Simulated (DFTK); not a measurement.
**WC in DFTK: convergence with cutoff**

WC:

```
W C
1.0
     3.10092    0.00000    0.00000
     1.55046    2.68548    0.00000
     1.55046    0.89516    2.53189
W C
1 1
Direct
  0.00000 0.00000 0.00000
  0.50000 0.50000 0.50000
```

Measurements of this composition are mostly on another form, of space group No. 187.

| Item | Value |
| --- | --- |
| Program | DFTK 0.8.2 |
| Task | convergence study |
| Functional | LDA |
| Potentials or basis | dojo.nc.sr.lda.v0_4_1.standard.upf (LDA) |
| Cutoff | 381 eV |
| k mesh | 6 × 6 × 6 |
| Occupations | gaussian, width 0.1 eV |
| Spin | no spin polarisation |

These are the settings of the first run; the series varies cutoff, with any setting tied to it.

Hardware: 1 thread of Intel(R) Xeon(R) Platinum 8488C (Sapphire Rapids), with other jobs on the host.

```
    cutoff  energy less the tightest run, at zero smearing (meV/atom)  pressure (GPa)  SCF cycles
380.959 eV                                                    2741.02          -97.43          10
489.805 eV                                                    1002.98          -62.76          10
625.862 eV                                                     245.51          -31.98          10
 789.13 eV                                                      40.58          -18.63          10
952.399 eV                                                       8.26          -16.36          10
1115.67 eV                                                       2.48          -15.86          10
1333.36 eV                                                       1.74          -15.76          10
1605.47 eV                                                       0.00          -15.91           9
```

Not settled before the last step: the energy (to 1 meV/atom), the pressure (to 0.1 GPa). The tightest run that finished is the yardstick and may itself not be fully converged.

Caveat, for the tightest run too: the k mesh is coarse (spacing up to 0.41 Å⁻¹), so the values aren't converged; so large a pressure means that the cell lies far from this level's equilibrium, or that cutoff or potentials fall short. Spin-orbit coupling is left out, which matters for the levels of W.
